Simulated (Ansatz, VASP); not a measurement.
## Hg: VASP beside Ansatz

The input INCAR:

```
SYSTEM = Hg
PREC = Accurate ; ENCUT = 520
EDIFF = 1E-6 ; ISMEAR = -1
SIGMA = 0.1 ; LREAL = .False.
LASPH = .True. ; NELM = 60
ALGO = Normal ; ISIF = 2
LWAVE = .False. ; LCHARG = .False.
GGA = RP ; NBANDS = 12
```

File KPOINTS:

```
regular mesh
0
Gamma
  7 7 7
  0 0 0
```

The input POSCAR:

```
Hg
1.0
    4.9902552318      0.0000000000      0.0000000000
    0.0000000000      4.9902552318      0.0000000000
    0.0000000000      0.0000000000      4.9902552318
Hg
1
Direct
    0.0000000000      0.0000000000      0.0000000000
```

Input for Ansatz:

```yaml
crystal:
  lattice:
    - [4.9902552318, 0.0, 0.0]
    - [0.0, 4.9902552318, 0.0]
    - [0.0, 0.0, 4.9902552318]
  atoms:
    - { symbol: Hg, position: [0.0, 0.0, 0.0] }
hamiltonian:
  xc: rpbe
  pseudopotentials:
    kind: paw
    azcp:
      Hg: "pseudopotentials/Hg.paw.azcp"
basis:
  ecutwfc: 420
  fft_grid_basis: typed
kpoints:
  mp_grid: { grid: [7, 7, 7], shift: [0, 0, 0] }
magnetization:
  spin_polarized: false
scf:
  occupations: { method: fermi_dirac, width: 0.1 }
  lower_state_search: "off"
output:
  stress: true
  write_density: true
  write_potential: true
  elf: true
  volumetric_format: npy
```

Alike in both runs: task single point; functional RPBE; k mesh 7 × 7 × 7; occupations fermi-dirac, width 0.1 eV; no spin polarisation.

|  | VASP | Ansatz |
| --- | --- | --- |
| version | VASP 6.6.1 | Ansatz 0.2.0 |
| potentials or method | VASP PAW PBE potentials, release 64 (Hg) | plane waves (420 eV) with PAW, scalar-relativistic |
| plane-wave cutoff (eV) | 520 | 420 |
| valence electrons in the cell | 12 | 20 |

|  | VASP | Ansatz | Ansatz less VASP |
| --- | --- | --- | --- |
| gap on the k mesh at the Fermi level (eV) | 4.02 | 4.02 | -0.007 |
| pressure (GPa) | 0.0 | 0.0 | +0.02 |

With one functional, cell and mesh, what is left measures potentials, basis and numerics. The two sets of potentials don't hold the same shells in valence. Ansatz warned: «xc_potential_rough_in_thin_density».

Caveats: the PAW data sets were made with another functional, which shifts forces and pressure a little (VASP); spin-orbit coupling is left out, which moves the levels of the heavy elements; an odd mesh through Γ misses points on the zone boundary, where band edges often lie. A hybrid or GW would open this gap; RPBE tends to underestimate it.
